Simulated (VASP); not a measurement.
# InSb (F-43m) in VASP: further runs

The runs below take InSb through phonons, band structure, with PBEsol, PBE.

Program: VASP 6.6.1. These are calculated values, not measurements. Logs are shortened: lines on timing, memory, paths and dates and some standing lists are left out, and cuts for length are marked.

**Measured values to compare with.**

“Electronic Structure and Epitaxy of CdTe Shells on InSb Nanowires”, 2021, arxiv:2111.05126 quotes, for a bulk crystal of InSb: band gap 0.24 eV.

The runs below are set against these values where they give the same quantity.

### 1 The crystal as given

The structure is cubic, space group F-43m (No. 216). The conventional cell has a = 6.521 Å, b = 6.521 Å, c = 6.521 Å, α = 90.00°, β = 90.00°, γ = 90.00°. Around In (site symmetry -43m) lie 4 Sb at 2.82 Å. Sb (site symmetry -43m) is surrounded by 4 In at 2.82 Å.

### 2 Phonons, PBEsol

POSCAR

```
InSb
1.0
    0.0000000000      3.2603245817      3.2603245817
    3.2603245817      0.0000000000      3.2603245817
    3.2603245817      3.2603245817      0.0000000000
  In              Sb
     1     1
Direct
     0.0000000000000000    0.0000000000000000    0.0000000000000000
     0.2500000000000000    0.2500000000000000    0.2500000000000000
```

INCAR.step1

```
PREC = Accurate ; ENCUT = 600
EDIFF = 1E-8 ; ISMEAR = 0
SIGMA = 0.03 ; LREAL = False
LASPH = True ; NELM = 80
ALGO = Normal ; ISIF = 3
LWAVE = False ; LCHARG = False
GGA = PS ; IBRION = 2
NSW = 40 ; EDIFFG = -0.002
```

INCAR.step2

```
PREC = Accurate ; ENCUT = 600
EDIFF = 1E-8 ; ISMEAR = 0
SIGMA = 0.03 ; LREAL = False
LASPH = True ; NELM = 80
ALGO = Normal ; ISIF = 2
LWAVE = False ; LCHARG = False
GGA = PS ; IBRION = 6
NFREE = 2 ; POTIM = 0.015
NSW = 1
```

KPOINTS

```
Automatic mesh
0
Gamma
  10 10 10
```

Potentials or basis: VASP PAW PBE potentials, release 64 (In_d, Sb).

Run with:

```bash
> cat potpaw_PBE.64/In_d/POTCAR potpaw_PBE.64/Sb/POTCAR > POTCAR
> cp INCAR.step1 INCAR
> mpirun -np 1 vasp_std > vasp.out
> cp CONTCAR POSCAR
> cp INCAR.step2 INCAR
> mpirun -np 1 vasp_std > vasp.out
```

OUTCAR:

```text
PREC = Accurate
   ENCUT = 600
   EDIFF = 1E-8
   ISMEAR = 0
   LREAL = False
   LASPH = True
   NELM = 80
   ISIF = 2
   GGA = PS
   IBRION = 6
   NFREE = 2
   POTIM = 0.015
   NSW = 1

 ion  position               nearest neighbor table
   1  0.000  0.000  0.000-   2 2.82   2 2.82   2 2.82   2 2.82
   2  0.250  0.250  0.250-   1 2.82   1 2.82   1 2.82   1 2.82

  LATTYP: Found a face centered cubic cell.
 ALAT       =     6.5206491634

  Lattice vectors:

 A1 = (   0.0000000000,   3.2603245817,   3.2603245817)
 A2 = (   3.2603245817,   0.0000000000,   3.2603245817)
 A3 = (   3.2603245817,   3.2603245817,   0.0000000000)

Analysis of symmetry for initial positions (statically):
=====================================================================
 Subroutine PRICEL returns:
 Original cell was already a primitive cell.

 Routine SETGRP: Setting up the symmetry group for a
 face centered cubic supercell.

 Subroutine GETGRP returns: Found 24 space group operations
 (whereof 24 operations were pure point group operations)
 out of a pool of 48 trial point group operations.

The static configuration has the point symmetry T_d .

Analysis of symmetry for dynamics (positions and initial velocities):
=====================================================================
 Subroutine PRICEL returns:
 Original cell was already a primitive cell.

 Routine SETGRP: Setting up the symmetry group for a
 face centered cubic supercell.

 Subroutine GETGRP returns: Found 24 space group operations
 (whereof 24 operations were pure point group operations)
 out of a pool of 48 trial point group operations.

The dynamic configuration has the point symmetry T_d .

 Subroutine INISYM returns: Found 24 space group operations
 (whereof 24 operations are pure point group operations),
 and found     1 'primitive' translations

----------------------------------------------------------------------------------------

                                     Primitive cell

  volume of cell :      69.3127

  direct lattice vectors                    reciprocal lattice vectors
     0.000000000  3.260324582  3.260324582    -0.153358964  0.153358964  0.153358964
     3.260324582  0.000000000  3.260324582     0.153358964 -0.153358964  0.153358964
     3.260324582  3.260324582  0.000000000     0.153358964  0.153358964 -0.153358964

  length of vectors
     4.610795241  4.610795241  4.610795241     0.265625517  0.265625517  0.265625517

  position of ions in fractional coordinates (direct lattice)
     0.000000000  0.000000000  0.000000000
     0.250000000  0.250000000  0.250000000

  ion indices of the primitive-cell ions
   primitive index   ion index
                 1           1
                 2           2

----------------------------------------------------------------------------------------

 KPOINTS: Automatic mesh

Automatic generation of k-mesh.
 Grid dimensions read from file:
 generate k-points for:   10   10   10

 Generating k-lattice:

  Cartesian coordinates                     Fractional coordinates (reciprocal lattice)
    -0.015335896  0.015335896  0.015335896     0.100000000  0.000000000  0.000000000
     0.015335896 -0.015335896  0.015335896     0.000000000  0.100000000  0.000000000
     0.015335896  0.015335896 -0.015335896     0.000000000  0.000000000  0.100000000

  Length of vectors
     0.026562552  0.026562552  0.026562552

  Shift w.r.t. Gamma in fractional coordinates (k-lattice)
     0.000000000  0.000000000  0.000000000

[... 62 lines left out ...]
   NUPDOWN=      -1.0000    fix difference up-down
   EMIN   =  10.00;   EMAX   =-10.00  energy-range for DOS
   EFERMI =   0.00;   METHOD = LEGACY
   ISMEAR =     0;   SIGMA  =   0.03  broadening in eV -4-tet -1-fermi 0-gaus
   EFERMI_NEDOS =   21; number of points for ismear=-14 and -15
   IALGO  =     38    algorithm
   IMIX   =      4    mixing-type and parameters
     AMIX     =   0.40;   BMIX     =  1.00
     AMIX_MAG =   1.60;   BMIX_MAG =  1.00
  volume/ion in A,a.u.               =      34.66       233.87
  Fermi-wavevector in a.u.,A,eV,Ry     =   1.044467  1.973757 14.842757  1.090912
  Thomas-Fermi vector in A             =   2.179221
   LORBIT       =      0    0 simple, 1 ext, 2 COOP (PROOUT), +10 PAW based schemes
   GGA     = PS    functional components
   LHFCALC =     F    Hartree Fock is set to
   AEXX    =    0.0000 exact exchange contribution
   IVDW    =     0    specifies the selected vdW correction
   LEPSILON=     F    determine dielectric tensor
   LRPA    =     F    only Hartree local field effects (RPA)
 finite differences with symmetry
 non-spin polarized calculation
 Gauss-broadening in eV      SIGMA  =   0.03
  energy-cutoff  :      600.00
  volume of cell :       69.31
 maximum number of plane-waves:      2334
 NGX is ok and might be reduce to    40
   NGX = 19   NGY = 19   NGZ = 19

--------------------------------------- Ionic step        1  -------------------------------------------

 number of electron      17.9999999 magnetization

 Free energy of the ion-electron system (eV)
  ---------------------------------------------------
  ext. energy  EPLUGINS =         0.00000000
  ---------------------------------------------------
  free energy    TOTEN  =        -7.69993793 eV

  energy without entropy =       -7.69989165  energy(sigma->0) =       -7.69991479

------------------------ aborting loop because EDIFF is reached ----------------------------------------

  FORCE on cell =-STRESS in cart. coord.  units (eV):
  Direction    XX          YY          ZZ          XY          YZ          ZX
  --------------------------------------------------------------------------------------
  -------------------------------------------------------------------------------------
  Total        0.0020520      0.0020520      0.0020520      0.0000000      0.0000000     -0.0000000
  in kB        0.0474326      0.0474326      0.0474326      0.0000000      0.0000000     -0.0000000
  external PRESSURE =       0.0474326 kB  Pullay stress =       0.0000000 kB
[... 131 lines left out ...]
--------------------------------------- Ionic step        5  -------------------------------------------

 number of electron      17.9999999 magnetization

 Free energy of the ion-electron system (eV)
  ---------------------------------------------------
  ext. energy  EPLUGINS =         0.00000000
  ---------------------------------------------------
  free energy    TOTEN  =        -7.69922189 eV

  energy without entropy =       -7.69919452  energy(sigma->0) =       -7.69920821

 E-fermi :   4.7774     XC(G=0):  -8.7871

 val. band max:        4.7616761649   @ k =   0.0000   0.0000   0.0000
 cond. band min:       4.7923520280   @ k =   0.0000   0.0000   0.0000
 fundamental gap:      0.0306758631
 Fermi energy:         4.7774194236

 k-point     1 :       0.0000    0.0000    0.0000
  band No.  band energies     occupation
      1      -9.7414      2.00000
      2      -9.7393      2.00000
      3      -9.7370      2.00000
      4      -9.6579      2.00000
      5      -9.6579      2.00000
      6      -5.8671      2.00000
      7       4.3914      2.00000
      8       4.7294      1.97652
      9       4.7617      1.54200
     10       4.7924      0.48148
     11       7.6704      0.00000
     12       7.6943      0.00000
     13       7.7197      0.00000
[... 354 lines left out ...]
  band No.  band energies     occupation
      1      -9.8003      2.00000
      2      -9.7077      2.00000
      3      -9.7069      2.00000
      4      -9.6708      2.00000
      5      -9.6516      2.00000
      6      -4.5352      2.00000
      7      -0.2072      2.00000
      8       2.6556      2.00000
      9       2.8968      2.00000
     10       6.2246      0.00000
     11       6.9847      0.00000
     12      10.5153      0.00000
     13      11.0640      0.00000

 [... further k-points ...]

------------------------ aborting loop because EDIFF is reached ----------------------------------------

  FORCE on cell =-STRESS in cart. coord.  units (eV):
  Direction    XX          YY          ZZ          XY          YZ          ZX
  --------------------------------------------------------------------------------------
  -------------------------------------------------------------------------------------
  Total        0.0033666      0.0038375      0.0038375      0.0000000      0.1094008      0.0000000
  in kB        0.0778207      0.0887049      0.0887049      0.0000000      2.5288236      0.0000000
  external PRESSURE =       0.0850768 kB  Pullay stress =       0.0000000 kB
[... 17 lines left out ...]
  FREE ENERGIE OF THE ION-ELECTRON SYSTEM (eV)
  ---------------------------------------------------
  free  energy   TOTEN  =        -7.6992218866 eV

  energy  without entropy=       -7.6991945240  energy(sigma->0) =       -7.69920821

 INTERNAL STRAIN TENSORS FROM DISPLACED ATOMS
 ============================================

 INTERNAL STRAIN TENSOR FOR ION    1 for displacements in x,y,z  (eV/Angst):
          X           Y           Z          XY          YZ          ZX
  --------------------------------------------------------------------------------
  x     0.00000     0.00000     0.00000     0.00000     7.30383     0.00000
  y     0.00000     0.00000     0.00000     0.00000     0.00000     7.30383
  z     0.00000     0.00000     0.00000     7.30383     0.00000     0.00000

 INTERNAL STRAIN TENSOR FOR ION    2 for displacements in x,y,z  (eV/Angst):
          X           Y           Z          XY          YZ          ZX
  --------------------------------------------------------------------------------
  x     0.00000     0.00000     0.00000     0.00000    -7.29364     0.00000
  y     0.00000     0.00000     0.00000     0.00000     0.00000    -7.29364
  z     0.00000     0.00000     0.00000    -7.29364     0.00000     0.00000

 Eigenvectors and eigenvalues of the dynamical matrix
 ----------------------------------------------------

   1 f  =    5.145471 THz    32.329947 2PiTHz  171.634432 cm-1    21.279948 meV
             X         Y         Z           dx          dy          dz
      0.000000  0.000000  0.000000     0.000000    0.717282    0.000000
      1.630162  1.630162  1.630162     0.000000   -0.696783    0.000000
[... 21 lines left out ...]
   6 f/i=    0.000786 THz     0.004942 2PiTHz    0.026234 cm-1     0.003253 meV
             X         Y         Z           dx          dy          dz
      0.000000  0.000000  0.000000     0.000000    0.000000   -0.696783
      1.630162  1.630162  1.630162     0.000000    0.000000   -0.717282

 ELASTIC MODULI CONTR FROM IONIC RELAXATION (kBar)
 Direction    XX          YY          ZZ          XY          YZ          ZX
 --------------------------------------------------------------------------------
 XX          -0.0000      0.0000      0.0000     -0.0000      0.0000     -0.0000
 YY           0.0000     -0.0000     -0.0000     -0.0000     -0.0000      0.0000
 ZZ           0.0000     -0.0000     -0.0000      0.0000     -0.0000     -0.0000
 XY          -0.0000     -0.0000      0.0000   -192.3594      0.0000      0.0000
 YZ           0.0000     -0.0000     -0.0000      0.0000   -192.3594      0.0000
 ZX          -0.0000      0.0000     -0.0000      0.0000      0.0000   -192.3594
 --------------------------------------------------------------------------------
```

Wall time 6.4 min (1 thread of Intel Xeon 6975P-C (Granite Rapids), shared host); peak memory 0.49 GiB.

What came out:

| Property | Result |
| --- | --- |
| Highest phonon frequency at Γ, LO-TO splitting left out | 172 cm⁻¹ |

Phonon frequencies in cm⁻¹ (negative: imaginary):
```
              q point        frequencies
(0.000, 0.000, 0.000)  0 0 0 172 172 172
```

Caveat: the PAW data sets were made with another functional, which shifts forces and pressure a little.

### 3 Band structure, PBE

INCAR

```
PREC = Accurate
ENCUT = 520
EDIFF = 1E-7
ISMEAR = 0
SIGMA = 0.03
LREAL = F
LASPH = T
NELM = 80
ALGO = Normal
ISIF = 2
LWAVE = F
LCHARG = F
GGA = PE
NBANDS = 16
```

KPOINTS

```
regular mesh
0
Gamma
  10 10 10
```

POSCAR, as its differences from that of step 2:

```diff
@@ -1,2 +1,2 @@
-InSb
+InSb                                    
 1.0
@@ -5,3 +5,3 @@
     3.2603245817      3.2603245817      0.0000000000
-  In              Sb
+  In              Sb            
      1     1
```

KPOINTS_OPT

```
explicit points
252
Reciprocal
 0.0000000000  0.0000000000  0.0000000000 1
 0.0357142857  0.0000000000  0.0357142857 1
 0.0714285714  0.0000000000  0.0714285714 1
 0.1071428571  0.0000000000  0.1071428571 1
 0.1428571429  0.0000000000  0.1428571429 1
 0.1785714286  0.0000000000  0.1785714286 1
[... 244 lines left out ...]
 0.5127584400  0.0255168800  0.5127584400 1
 0.4872415600 -0.0255168800  0.4872415600 1
```

Potentials or basis: VASP PAW PBE potentials, release 64 (In_d, Sb).

Run with:

```bash
> cat potpaw_PBE.64/In_d/POTCAR potpaw_PBE.64/Sb/POTCAR > POTCAR
> mpirun -np 1 vasp_std > vasp.out
```

Run time: 95 s. Hardware: 1 thread of Intel Xeon 6975P-C (Granite Rapids), shared host; peak memory 0.25 GiB.

Results (log left out):

* Free energy: -6.9281 eV
* Pressure: 2.2 GPa
* Band gap along the path: none (metal or under the smearing width)

Levels at the corners of the path, in eV from the Fermi level:
| point | band 7 | band 8 | band 9 | band 10 | band 11 | band 12 |
| --- | --- | --- | --- | --- | --- | --- |
| Γ | -0.31 | -0.01 | -0.01 | -0.01 | 2.95 | 2.95 |
| X | -5.84 | -2.21 | -2.21 | 1.33 | 1.37 | 8.03 |
| X | -5.84 | -2.21 | -2.21 | 1.33 | 1.37 | 8.03 |
| W | -5.74 | -2.79 | -2.66 | 3.43 | 3.98 | 4.19 |
| W | -5.74 | -2.79 | -2.66 | 3.43 | 3.98 | 4.19 |
| K | -5.71 | -3.04 | -1.87 | 1.62 | 3.66 | 6.19 |
| K | -5.71 | -3.04 | -1.87 | 1.62 | 3.66 | 6.19 |
| Γ | -0.31 | -0.01 | -0.01 | -0.01 | 2.95 | 2.95 |
| Γ | -0.31 | -0.01 | -0.01 | -0.01 | 2.95 | 2.95 |
| L | -5.54 | -0.99 | -0.99 | 0.50 | 3.80 | 3.80 |
| L | -5.54 | -0.99 | -0.99 | 0.50 | 3.80 | 3.80 |
| U | -5.71 | -3.04 | -1.87 | 1.62 | 3.66 | 6.19 |
| U | -5.71 | -3.04 | -1.87 | 1.62 | 3.66 | 6.19 |
| W | -5.74 | -2.79 | -2.66 | 3.43 | 3.98 | 4.19 |
| W | -5.74 | -2.79 | -2.66 | 3.43 | 3.98 | 4.19 |
| L | -5.54 | -0.99 | -0.99 | 0.50 | 3.80 | 3.80 |
| L | -5.54 | -0.99 | -0.99 | 0.50 | 3.80 | 3.80 |
| K | -5.71 | -3.04 | -1.87 | 1.62 | 3.66 | 6.19 |
| U | -5.71 | -3.04 | -1.87 | 1.62 | 3.66 | 6.19 |
| X | -5.84 | -2.21 | -2.21 | 1.33 | 1.37 | 8.03 |

Caveat: spin-orbit coupling is left out, which moves the levels of the heavy elements; this crystal is a semiconductor, whose small gap the functional closes, so the metal is an error of the method.

### 4 Against experiment

Step 3. Against the measured gap of InSb, 0.24 eV (quoted in “Electronic Structure and Epitaxy of CdTe Shells on InSb Nanowires”, 2021, arxiv:2111.05126), the calculated 0.00 eV is off by -0.24 eV. Spin-orbit coupling on In, Sb is left out. The value is that of PBE, without temperature or zero-point motion. Semilocal functionals fall short of measured gaps as a rule.
